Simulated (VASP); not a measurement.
# SiO2 (Stishovite) (P4_2/mnm) in VASP: further runs

The runs below take SiO2 (Stishovite) through relaxation of cell and atoms, with PBE, LDA.

Program: VASP 6.6.1. These are calculated values, not measurements. Logs are shortened: lines on timing, memory, paths and dates and some standing lists are left out, and cuts for length are marked.

## (1) Starting point

Symmetry: P4_2/mnm, No. 136, tetragonal system. The conventional cell has a = 4.231 Å, b = 4.231 Å, c = 2.693 Å, α = 90.00°, β = 90.00°, γ = 90.00°. Si (site symmetry mmm) has 6 O at 1.78 to 1.84 Å as nearest neighbours. O (site symmetry m2m) is surrounded by 3 Si at 1.78 to 1.84 Å.

## (2) Relaxation of cell and atoms, PBE

File INCAR:

```
SYSTEM = SiO2
PREC = Accurate ; ENCUT = 600
EDIFF = 1E-7 ; ISMEAR = 0
SIGMA = 0.03 ; LREAL = .False.
LASPH = .True. ; NELM = 80
ALGO = Normal ; ISIF = 3
LWAVE = .False. ; LCHARG = .False.
GGA = PE ; IBRION = 2
NSW = 90 ; EDIFFG = -0.005
KPAR = 2
```

File KPOINTS:

```
regular mesh
0
Gamma
  8 8 10
  0 0 0
```

File POSCAR:

```
SiO2                                    
1.0
    4.2314400297     -0.0000000000      0.0000000000
    0.0000000000      4.2314400297      0.0000000000
    0.0000000000      0.0000000000      2.6933775188
  Si              O             
     2     4
Direct
     0.0000000000000000    1.0000000000000000    1.0000000000000000
     0.5000000000000000    0.5000000000000000    0.5000000000000000
     0.3067428804128109    0.3067428804128109    0.0000000000000000
     0.1932571195871891    0.8067428804128108    0.5000000000000000
     0.6932571195871892    0.6932571195871892    1.0000000000000000
     0.8067428804128108    0.1932571195871891    0.5000000000000000
```

Potentials or basis: VASP PAW PBE potentials, release 64 (Si, O).

Command:

```bash
$ cat potpaw_PBE.64/Si/POTCAR potpaw_PBE.64/O/POTCAR > POTCAR
$ mpirun -np 2 vasp_std > vasp.out
```

OUTCAR:

```text
SYSTEM = SiO2
   PREC = Accurate
   ENCUT = 600
   EDIFF = 1E-7
   ISMEAR = 0
   LREAL = .False.
   LASPH = .True.
   NELM = 80
   ISIF = 3
   GGA = PE
   IBRION = 2
   NSW = 90
   EDIFFG = -0.005

 ion  position               nearest neighbor table
   1  0.000  0.000  0.000-   4 1.78   6 1.78   4 1.78   6 1.78   5 1.84   3 1.84
   2  0.500  0.500  0.500-   3 1.78   5 1.78   3 1.78   5 1.78   4 1.84   6 1.84
   3  0.307  0.307  0.000-   2 1.78   2 1.78   1 1.84
   4  0.193  0.807  0.500-   1 1.78   1 1.78   2 1.84
   5  0.693  0.693  0.000-   2 1.78   2 1.78   1 1.84
   6  0.807  0.193  0.500-   1 1.78   1 1.78   2 1.84

  LATTYP: Found a simple tetragonal cell.
 ALAT       =     4.2314400297
 C/A-ratio  =     0.6365155833

  Lattice vectors:

 A1 = (   4.2314400297,   0.0000000000,   0.0000000000)
 A2 = (   0.0000000000,   4.2314400297,   0.0000000000)
 A3 = (   0.0000000000,   0.0000000000,   2.6933775188)

Analysis of symmetry for initial positions (statically):
=====================================================================
 Subroutine PRICEL returns:
 Original cell was already a primitive cell.

 Routine SETGRP: Setting up the symmetry group for a
 simple tetragonal supercell.

 Subroutine GETGRP returns: Found 16 space group operations
 (whereof  8 operations were pure point group operations)
 out of a pool of 16 trial point group operations.

The static configuration has the point symmetry D_2h.
 The point group associated with its full space group is D_4h.

Analysis of symmetry for dynamics (positions and initial velocities):
=====================================================================
 Subroutine PRICEL returns:
 Original cell was already a primitive cell.

 Routine SETGRP: Setting up the symmetry group for a
 simple tetragonal supercell.

 Subroutine GETGRP returns: Found 16 space group operations
 (whereof  8 operations were pure point group operations)
 out of a pool of 16 trial point group operations.

The dynamic configuration has the point symmetry D_2h.
 The point group associated with its full space group is D_4h.

 Subroutine INISYM returns: Found 16 space group operations
 (whereof  8 operations are pure point group operations),
 and found     1 'primitive' translations

----------------------------------------------------------------------------------------

                                     Primitive cell

  volume of cell :      48.2252

  direct lattice vectors                    reciprocal lattice vectors
     4.231440030  0.000000000  0.000000000     0.236326166  0.000000000  0.000000000
     0.000000000  4.231440030  0.000000000     0.000000000  0.236326166  0.000000000
     0.000000000  0.000000000  2.693377519     0.000000000  0.000000000  0.371281038

  length of vectors
     4.231440030  4.231440030  2.693377519     0.236326166  0.236326166  0.371281038

  position of ions in fractional coordinates (direct lattice)
     0.000000000  0.000000000  0.000000000
     0.500000000  0.500000000  0.500000000
     0.306742880  0.306742880  0.000000000
     0.193257120  0.806742880  0.500000000
     0.693257120  0.693257120  0.000000000
     0.806742880  0.193257120  0.500000000

  ion indices of the primitive-cell ions
   primitive index   ion index
                 1           1
                 2           2
                 3           3
                 4           4
                 5           5
                 6           6

----------------------------------------------------------------------------------------

 KPOINTS: regular mesh

Automatic generation of k-mesh.
 Grid dimensions read from file:
 generate k-points for:    8    8   10

 Generating k-lattice:

  Cartesian coordinates                     Fractional coordinates (reciprocal lattice)
     0.029540771  0.000000000  0.000000000     0.125000000  0.000000000  0.000000000
     0.000000000  0.029540771  0.000000000     0.000000000  0.125000000  0.000000000
     0.000000000  0.000000000  0.037128104     0.000000000  0.000000000  0.100000000

  Length of vectors
     0.029540771  0.029540771  0.037128104

  Shift w.r.t. Gamma in fractional coordinates (k-lattice)
     0.000000000  0.000000000  0.000000000

 Subroutine IBZKPT returns following result:
 ===========================================

 Found     90 irreducible k-points:

 Following reciprocal coordinates:
            Coordinates               Weight
  0.000000  0.000000  0.000000      1.000000
  0.125000  0.000000  0.000000      4.000000
  0.250000  0.000000  0.000000      4.000000
  0.375000  0.000000  0.000000      4.000000
  0.500000  0.000000  0.000000      2.000000
  0.125000  0.125000  0.000000      4.000000
[... 16 lines left out ...]
  0.375000  0.125000  0.100000     16.000000
  0.500000  0.125000  0.100000      8.000000
 [... further k-points ...]
   k-points           NKPTS =     90   k-points in BZ     NKDIM =     90   number of bands    NBANDS=     20
   number of dos      NEDOS =    301   number of ions     NIONS =      6
   total plane-waves  NPLWV =  31104
   dimension x,y,z NGX =    36 NGY =   36 NGZ =   24
   dimension x,y,z NGXF=    72 NGYF=   72 NGZF=   48
   ions per type =               2   4
   NGX,Y,Z   is equivalent  to a cutoff of  14.14, 14.14, 14.81 a.u.
   NGXF,Y,Z  is equivalent  to a cutoff of  28.29, 28.29, 29.63 a.u.
 SYSTEM =  SiO2
   PREC   = accura    normal or accurate (medium, high low for compatibility)
   ISTART =      0    job   : 0-new  1-cont  2-samecut
   ICHARG =      2    charge: 1-file 2-atom 10-const
   ISPIN  =      1    spin polarized calculation?
   LNONCOLLINEAR =      F non collinear calculations
   LSORBIT =      F    spin-orbit coupling
   LASPH  =      T    aspherical Exc in radial PAW
   ENCUT  =  600.0 eV  44.10 Ry    6.64 a.u.   8.45  8.45  5.38*2*pi/ulx,y,z
   NELM   =     80;   NELMIN=  2; NELMDL= -5     # of ELM steps
   EDIFF  = 0.1E-06   stopping-criterion for ELM
   LREAL  =      F    real-space projection
   EDIFFG = -.5E-02   stopping-criterion for IOM
   NSW    =     90    number of steps for IOM
   IBRION =      2    ionic relax: 0-MD 1-quasi-New 2-CG
   NFREE  =      1    steps in history (QN), initial steepest desc. (CG)
   ISIF   =      3    stress and relaxation
   ISYM   =      2    0-nonsym 1-usesym 2-fastsym
   POTIM  = 0.5000    time-step for ionic-motion
   TEBEG  =    0.0;   TEEND  =   0.0 temperature during run
   PSTRESS=    0.0 pullay stress
   NELECT =      32.0000    total number of electrons
   NUPDOWN=      -1.0000    fix difference up-down
   EMIN   =  10.00;   EMAX   =-10.00  energy-range for DOS
   EFERMI =   0.00;   METHOD = LEGACY
   ISMEAR =     0;   SIGMA  =   0.03  broadening in eV -4-tet -1-fermi 0-gaus
   EFERMI_NEDOS =   21; number of points for ismear=-14 and -15
   IALGO  =     38    algorithm
   IMIX   =      4    mixing-type and parameters
     AMIX     =   0.40;   BMIX     =  1.00
     AMIX_MAG =   1.60;   BMIX_MAG =  1.00
  volume/ion in A,a.u.               =       8.04        54.24
  Fermi-wavevector in a.u.,A,eV,Ry     =   1.427908  2.698355 27.741215  2.038922
  Thomas-Fermi vector in A             =   2.548027
   LORBIT       =      0    0 simple, 1 ext, 2 COOP (PROOUT), +10 PAW based schemes
   GGA     = PE    functional components
   LHFCALC =     F    Hartree Fock is set to
   AEXX    =    0.0000 exact exchange contribution
   IVDW    =     0    specifies the selected vdW correction
   LEPSILON=     F    determine dielectric tensor
   LRPA    =     F    only Hartree local field effects (RPA)
 conjugate gradient relaxation of ions
 non-spin polarized calculation
 Gauss-broadening in eV      SIGMA  =   0.03
  energy-cutoff  :      600.00
  volume of cell :       48.23
 maximum number of plane-waves:      1634
 NGX is ok and might be reduce to    36
   NGX = 17   NGY = 17   NGZ = 11

--------------------------------------- Ionic step        1  -------------------------------------------

 number of electron      32.0000007 magnetization

 Free energy of the ion-electron system (eV)
  ---------------------------------------------------
  ext. energy  EPLUGINS =         0.00000000
  ---------------------------------------------------
  free energy    TOTEN  =       -46.33109210 eV

  energy without entropy =      -46.33109210  energy(sigma->0) =      -46.33109210

------------------------ aborting loop because EDIFF is reached ----------------------------------------

  FORCE on cell =-STRESS in cart. coord.  units (eV):
  Direction    XX          YY          ZZ          XY          YZ          ZX
  --------------------------------------------------------------------------------------
  -------------------------------------------------------------------------------------
  Total       -0.0399298     -0.0399298     -0.0676929      0.0000000      0.0000000      0.0000000
  in kB       -1.3265811     -1.3265811     -2.2489516      0.0000000      0.0000000      0.0000000
  external PRESSURE =      -1.6340379 kB  Pullay stress =       0.0000000 kB
[... 65 lines left out ...]
  energy  without entropy=      -46.3310838487  energy(sigma->0) =      -46.33108385

--------------------------------------- Ionic step        3  -------------------------------------------

 number of electron      32.0000007 magnetization

 Free energy of the ion-electron system (eV)
  ---------------------------------------------------
  ext. energy  EPLUGINS =         0.00000000
  ---------------------------------------------------
  free energy    TOTEN  =       -46.33110716 eV

  energy without entropy =      -46.33110716  energy(sigma->0) =      -46.33110716

 E-fermi :   7.9864     XC(G=0): -12.0895

 val. band max:        7.7573997929   @ k =   0.0000   0.0000   0.0000
 cond. band min:      12.7944103015   @ k =   0.0000   0.0000   0.0000
 fundamental gap:      5.0370105086
 Fermi energy:         7.9863684377

 k-point     1 :       0.0000    0.0000    0.0000
  band No.  band energies     occupation
      1     -14.4682      2.00000
      2     -11.0009      2.00000
      3     -11.0009      2.00000
      4     -10.8258      2.00000
      5      -2.8746      2.00000
      6       1.5180      2.00000
[... 12 lines left out ...]
     19      16.0300      0.00000
[... 513 lines left out ...]
      4     -10.5877      2.00000
      5      -1.0920      2.00000
      6      -1.0920      2.00000
[... 12 lines left out ...]
     19      17.2982      0.00000
     20      17.2982      0.00000

 [... further k-points ...]

------------------------ aborting loop because EDIFF is reached ----------------------------------------

  FORCE on cell =-STRESS in cart. coord.  units (eV):
  Direction    XX          YY          ZZ          XY          YZ          ZX
  --------------------------------------------------------------------------------------
  -------------------------------------------------------------------------------------
  Total        0.0032381      0.0032381     -0.0029275      0.0000000      0.0000000      0.0000000
  in kB        0.1076348      0.1076348     -0.0973115      0.0000000      0.0000000      0.0000000
  external PRESSURE =       0.0393194 kB  Pullay stress =       0.0000000 kB
[... 21 lines left out ...]
  FREE ENERGIE OF THE ION-ELECTRON SYSTEM (eV)
  ---------------------------------------------------
  free  energy   TOTEN  =       -46.3311071565 eV

  energy  without entropy=      -46.3311071565  energy(sigma->0) =      -46.33110716

 reached required accuracy - stopping structural energy minimisation
```

It took 71 s on 2 MPI ranks of Intel Xeon Platinum 8259CL at 2.50GHz (Skylake/Cascade Lake), shared host; peak memory 0.22 GiB.

Results:

```yaml
Free_energy: -46.3311 eV
Relaxed_volume: 8.03 Å³/atom
Relaxed_cell: a = 4.231 Å, b = 4.231 Å, c = 2.693 Å, α = 90.00°, β = 90.00°, γ = 90.00°
Space_group_after_relaxing_to_0.05_Å: P4_2/mnm (No. 136)
Energy_gained_by_relaxing: 0.0 meV/atom
Ionic_steps: 3
Pressure_after_relaxing: 0.0 GPa
Band_gap_on_the_k_mesh: 5.04 eV, direct
```

Final structure:
```xyz
6
Lattice="4.2308 0.0000 0.0000 0.0000 4.2308 0.0000 0.0000 0.0000 2.6927" Properties=species:S:1:pos:R:3 pbc="T T T"
Si    0.0000    0.0000    0.0000
Si    2.1154    2.1154    1.3464
O     1.2978    1.2978    0.0000
O     0.8176    3.4132    1.3464
O     2.9330    2.9330    0.0000
O     3.4132    0.8176    1.3464
```

Levels at points of the mesh, in eV from the valence-band top:
```
           k point  band 12  band 13  band 14  band 15  band 16  band 17  band 18  band 19  band 20
(0.00, 0.00, 0.00)    -3.03    -2.50    -0.85    -0.85     0.00     5.04     6.59     8.27     8.27
(0.50, 0.00, 0.00)    -3.71    -2.62    -2.62    -1.04    -1.04     7.30     7.30     8.87     8.87
(0.50, 0.50, 0.00)    -3.15    -2.55    -2.55    -2.17    -2.17     7.02     7.02     9.77     9.77
(0.00, 0.00, 0.50)    -4.48    -2.89    -2.89    -2.57    -2.57     8.65     8.65    12.25    12.29
(0.50, 0.00, 0.50)    -3.81    -2.21    -2.21    -1.67    -1.67     8.44     8.44     9.46     9.46
(0.50, 0.50, 0.50)    -4.35    -1.72    -1.72    -1.47    -1.47     6.81     6.81    10.72    10.72
```

## (3) Relaxation of cell and atoms, LDA

This run uses another cell than the first one, of 7.75 Å³/atom, 0.964 times its volume.

File INCAR:

```
SYSTEM = SiO2
PREC = Accurate
ENCUT = 600
EDIFF = 1E-6
ISMEAR = 0
SIGMA = 0.03
LREAL = .False.
LASPH = .True.
NELM = 80
ALGO = Normal
ISIF = 3
LWAVE = .False.
LCHARG = .False.
IBRION = 2
NSW = 90
EDIFFG = -0.01
KPAR = 2
```

File KPOINTS:

```
Automatic mesh
0
Gamma
  8 8 10
  0 0 0
```

File POSCAR:

```
SiO2
1.0
    4.1773000000      0.0000000000      0.0000000000
    0.0000000000      4.1773000000      0.0000000000
    0.0000000000      0.0000000000      2.6652000000
Si O
2 4
Direct
    0.0000000000      0.0000000000      0.0000000000
    0.5000000000      0.5000000000      0.5000000000
    0.3059000000      0.3059000000      0.0000000000
    0.1941000000      0.8059000000      0.5000000000
    0.6941000000      0.6941000000      0.0000000000
    0.8059000000      0.1941000000      0.5000000000
```

Potentials or basis: VASP PAW LDA potentials, release 64 (Si, O).

Command:

```bash
$ cat potpaw_LDA.64/Si/POTCAR potpaw_LDA.64/O/POTCAR > POTCAR
$ mpirun -np 2 vasp_std > vasp.out
```

Wall time 49 s (2 MPI ranks of Intel Xeon 6975P-C (Granite Rapids), shared host); peak memory 0.19 GiB.

The run converged. Its results:

```yaml
Free_energy: -51.9892 eV
Relaxed_volume: 7.67 Å³/atom
Relaxed_cell: a = 4.154 Å, b = 4.154 Å, c = 2.665 Å, α = 90.00°, β = 90.00°, γ = 90.00°
Space_group_after_relaxing_to_0.05_Å: P4_2/mnm (No. 136)
Energy_gained_by_relaxing: 1.0 meV/atom
Ionic_steps: 4
Pressure_after_relaxing: 0.0 GPa
Largest_force_after_relaxing: 0.009 eV/Å
Band_gap_on_the_k_mesh: 5.78 eV, direct
```

Forces on the atoms (eV/Å):
```
Si   0.000  0.000  0.000
Si   0.000  0.000  0.000
O    0.006  0.006  0.000
O   -0.006  0.006  0.000
O   -0.006 -0.006  0.000
O    0.006 -0.006  0.000
```

Stress tensor (GPa, compression positive):
```
-0.04  0.00  0.00
 0.00 -0.04  0.00
 0.00  0.00  0.17
```

The path:
```tsv
step	energy change (eV)	largest force (eV/Å)	pressure (GPa)	volume (Å³)
1	0.0000	0.0031	-3.01	46.51
2	0.0012	0.1675	3.89	45.53
3	-0.0047	0.0770	0.19	46.05
4	-0.0058	0.0090	0.03	46.00
```

Final structure:
```
Si O
1.0
     4.15448    0.00000    0.00000
     0.00000    4.15448    0.00000
     0.00000    0.00000    2.66520
Si O
2 4
Direct
  0.00000 0.00000 0.00000
  0.50000 0.50000 0.50000
  0.30535 0.30535 0.00000
  0.19465 0.80535 0.50000
  0.69465 0.69465 0.00000
  0.80535 0.19465 0.50000
```

Levels at points of the mesh, in eV from the valence-band top:
| k point | band 14 | band 15 | band 16 | band 17 | band 18 | band 19 |
| --- | --- | --- | --- | --- | --- | --- |
| (0.00, 0.00, 0.00) | -0.91 | -0.91 | 0.00 | 5.78 | 6.41 | 8.33 |
| (0.50, 0.00, 0.00) | -2.76 | -1.09 | -1.09 | 7.72 | 7.72 | 8.89 |
| (0.50, 0.50, 0.00) | -2.79 | -2.35 | -2.35 | 7.38 | 7.38 | 9.92 |
| (0.00, 0.00, 0.50) | -3.25 | -2.76 | -2.76 | 9.05 | 9.05 | 12.48 |
| (0.50, 0.00, 0.50) | -2.35 | -1.83 | -1.83 | 8.69 | 8.69 | 9.87 |
| (0.50, 0.50, 0.50) | -1.79 | -1.61 | -1.61 | 7.15 | 7.15 | 10.88 |

A k mesh can miss the band edges. LDA gaps usually lie below the measured ones, often by a third to a half.

## (4) Relaxation of cell and atoms, LDA

This run uses another cell than the first one, of 7.67 Å³/atom, 0.954 times its volume.

Changes to INCAR since step 3:

```diff
@@ -3,3 +3,3 @@
 ENCUT = 600
-EDIFF = 1E-6
+EDIFF = 1E-7
 ISMEAR = 0
@@ -15,3 +15,3 @@
 NSW = 90
-EDIFFG = -0.01
+EDIFFG = -0.005
 KPAR = 2
```

KPOINTS is that of step 3.

File POSCAR:

```
SiO2                                    
1.0
    4.1544836962      0.0000000000      0.0000000000
    0.0000000000      4.1544836962      0.0000000000
    0.0000000000      0.0000000000      2.6652003469
  Si              O             
     2     4
Direct
     1.0000000000000000    1.0000000000000000    0.0000000000000000
     0.5000000000000000    0.5000000000000000    0.5000000000000000
     0.3053501034732652    0.3053501034732652    0.0000000000000000
     0.1946498965267348    0.8053501034732652    0.5000000000000000
     0.6946498965267348    0.6946498965267348    1.0000000000000000
     0.8053501034732652    0.1946498965267348    0.5000000000000000
```

Command:

```bash
$ cat potpaw_LDA.64/Si/POTCAR potpaw_LDA.64/O/POTCAR > POTCAR
$ mpirun -np 2 vasp_std > vasp.out
```

It took 42 s on 2 MPI ranks of Intel Xeon 6975P-C (Granite Rapids), shared host; peak memory 0.18 GiB.

It converged, with:

```
Free energy                            : -51.9869 eV
Relaxed volume                         : 7.67 Å³/atom
Relaxed cell                           : a = 4.154 Å, b = 4.154 Å, c = 2.666 Å, α = 90.00°, β = 90.00°, γ = 90.00°
Space group after relaxing (to 0.05 Å) : P4_2/mnm (No. 136)
Energy gained by relaxing              : 0.0 meV/atom
Ionic steps                            : 3
Pressure after relaxing                : 0.0 GPa
Band gap on the k mesh                 : 5.78 eV, direct
```

Final structure:
```cif
data_structure
_symmetry_space_group_name_H-M 'P 1'
_symmetry_Int_Tables_number 1
_cell_length_a 4.1544
_cell_length_b 4.1544
_cell_length_c 2.6660
_cell_angle_alpha 90.000
_cell_angle_beta 90.000
_cell_angle_gamma 90.000
_cell_volume 46.01
loop_
_atom_site_label
_atom_site_type_symbol
_atom_site_fract_x
_atom_site_fract_y
_atom_site_fract_z
_atom_site_occupancy
Si1 Si 0.00000 0.00000 0.00000 1
Si2 Si 0.50000 0.50000 0.50000 1
O1 O 0.30540 0.30540 0.00000 1
O2 O 0.19460 0.80540 0.50000 1
O3 O 0.69460 0.69460 0.00000 1
O4 O 0.80540 0.19460 0.50000 1
```

Levels at points of the mesh, in eV from the valence-band top:
```csv
k point,band 14,band 15,band 16,band 17,band 18,band 19
"(0.00, 0.00, 0.00)",-0.91,-0.91,0.00,5.78,6.41,8.32
"(0.50, 0.00, 0.00)",-2.77,-1.09,-1.09,7.71,7.71,8.89
"(0.50, 0.50, 0.00)",-2.78,-2.35,-2.35,7.37,7.37,9.91
"(0.00, 0.00, 0.50)",-3.25,-2.76,-2.76,9.05,9.05,12.48
"(0.50, 0.00, 0.50)",-2.35,-1.83,-1.83,8.69,8.69,9.87
"(0.50, 0.50, 0.50)",-1.79,-1.60,-1.60,7.15,7.15,10.88
```

A k mesh can miss the band edges. LDA gaps usually lie below the measured ones, often by a third to a half.
